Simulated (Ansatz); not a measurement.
**C: what symmetry allows forces and stress to be**

```xyz
2
Lattice="0.0000 2.1270 3.3480 1.2280 0.0000 3.3480 1.2280 2.1270 0.0000" Properties=species:S:1:pos:R:3 pbc="T T T"
C     1.2280    0.8590    3.3480
C     1.2280    3.5450    3.3480
```

Level of theory: DFT PBEsol, scalar-relativistic, plane waves, PAW in Ansatz.

Cutoff 420 eV; k points 14×14×14 on the computed 2-atom cell (Γ-centred); Gaussian smearing, width 0.02 eV; no spin polarisation.

This distorted cell has space group Fmmm, with 8 operations.

**Question.** Without a calculation: in which directions can each atom feel a force?

**Answer.** A force must be left unchanged by every operation that keeps its atom in place, so it lies in the space that those operations leave fixed. Atoms that the group maps onto each other feel forces of one size.
```csv
atom,site symmetry,operations at the site,equivalent to atom,allowed force (Cartesian)
C1,m2m,4,1,"along (0.00, 1.00, 0.00)"
C2,m2m,4,1,"along (0.00, 1.00, 0.00)"
```

That leaves 1 independent force component of 6. A relaxation in this cell that keeps the symmetry moves the atoms in these directions alone.

**Question.** And the stress tensor?

**Answer.** It must be invariant under the point group, which leaves 3 independent components: yz, xz, xy vanish.

**Question.** Do the computed values obey this?

**Answer.** Yes. Forces (eV/Å):
```
C1   0.000 -6.741  0.000
C2   0.000  6.741  0.000
```

Stress (GPa, compression positive, xx yy zz yz xz xy): 31.12 -2.26 1.84 0.00 0.00 0.00. The program imposes the same operations on density, forces and stress, so this confirms the analysis and is no independent test of the calculation.

The cell holds layers, and where no dispersion correction was added their binding is poorly described.

This form isn't the element's structure at ambient conditions.